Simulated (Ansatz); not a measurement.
# Nb2Si: the cost of one run

Program: Ansatz 0.2.0. Level of theory: DFT r2SCAN, scalar-relativistic, plane waves, PAW. These are calculated values, not measurements.

2 further runs of the same task are left out: 2 set aside as unsound or not needed.

### Step 1. Starting point

Symmetry: P-3m1, No. 164, trigonal system. The conventional cell has a = 3.110 Å, b = 3.110 Å, c = 4.942 Å, α = 90.00°, β = 90.00°, γ = 120.00°. Ta (site symmetry 3m) is surrounded by 3 C at 2.19 Å. C (site symmetry -3m) is surrounded by 6 Ta at 2.19 Å.

As a file:

```cif
data_structure
_symmetry_space_group_name_H-M 'P-3m1'
_symmetry_Int_Tables_number 164
_cell_length_a 3.1102
_cell_length_b 3.1102
_cell_length_c 4.9423
_cell_angle_alpha 90.000
_cell_angle_beta 90.000
_cell_angle_gamma 120.000
_cell_volume 41.40
loop_
_atom_site_label
_atom_site_type_symbol
_atom_site_symmetry_multiplicity
_atom_site_Wyckoff_symbol
_atom_site_fract_x
_atom_site_fract_y
_atom_site_fract_z
_atom_site_occupancy
Ta1 Ta 2 d 0.33333 0.66667 0.25356 1
C1 C 1 a 0.00000 0.00000 0.00000 1
```

This cell was relaxed beforehand with the same method: volume 13.80 Å³/atom, gap on the mesh none (metal).

### Step 2. C → Si, Ta → Nb: the starting cell

The start of Nb2Si: fractional positions of relaxed Ta2C, cell scaled by 1.037, a guess from tabulated radii.

### Step 3. Quick check of gap, pressure and forces (Nb2Si)

input.yaml reads:

```yaml
crystal:
  lattice:
    - [3.2261804512, 0.0, 0.0]
    - [-1.6130902256, 2.7939542279, 0.0]
    - [0.0, 0.0, 5.1266576007]
  atoms:
    - { symbol: Nb, position: [0.3333333333, 0.6666666667, 0.2535635793] }
    - { symbol: Nb, position: [0.6666666667, 0.3333333333, 0.7464364207] }
    - { symbol: Si, position: [0.0, 0.0, 0.0] }
basis:
  ecutwfc: 500
kpoints:
  mp_grid: { grid: [6, 6, 4] }
hamiltonian:
  xc: r2scan
scf:
  occupations: { method: gaussian, width: 0.1 }
output:
  forces: true
  stress: true
  eigenvalues: true
```

Launch:

```
$ ansatz run input.yaml --threads 1 --pin off --max-ram 2560MiB --backend cpu --events-out ev --progress --plain --runs-dir out
```

Q: Estimate wall time and peak memory on 1 thread of Arm Neoverse V1, shared host.

About 4.2 s, with a peak of 0.4 GiB.
